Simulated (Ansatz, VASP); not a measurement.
AlCu3 in VASP and in Ansatz

```
Al Cu
1.0
     0.00000    2.88347    2.88347
     2.88347    0.00000    2.88347
     2.88347    2.88347    0.00000
Al Cu
1 3
Direct
  0.00000 0.00000 0.00000
  0.50000 0.50000 0.50000
  0.25000 0.25000 0.25000
  0.75000 0.75000 0.75000
```

Alike in both runs: task single point; functional PBEsol; k mesh 16 × 16 × 16; occupations gaussian, width 0.1 eV; no spin polarisation.

|  | VASP | Ansatz |
| --- | --- | --- |
| version | VASP 6.6.1 | Ansatz 0.2.0 |
| potentials or method | VASP PAW PBE potentials, release 64 (Al, Cu) | scalar-relativistic, plane waves, PAW |
| plane-wave cutoff (eV) | 520 | 420 |
| valence electrons in the cell | 36 | 60 |

|  | VASP | Ansatz | Ansatz less VASP |
| --- | --- | --- | --- |
| gap on the k mesh at the Fermi level (eV) | none | none | - |
| pressure (GPa) | 0.6 | 0.0 | -0.59 |

A gap of «none» marks a metal or a gap that the smearing closes. The functional is the same, so the differences come from potentials, cutoffs and numerics. The two sets of potentials don't hold the same shells in valence.

Caveats: the PAW data sets were made with another functional, which shifts forces and pressure a little (VASP).
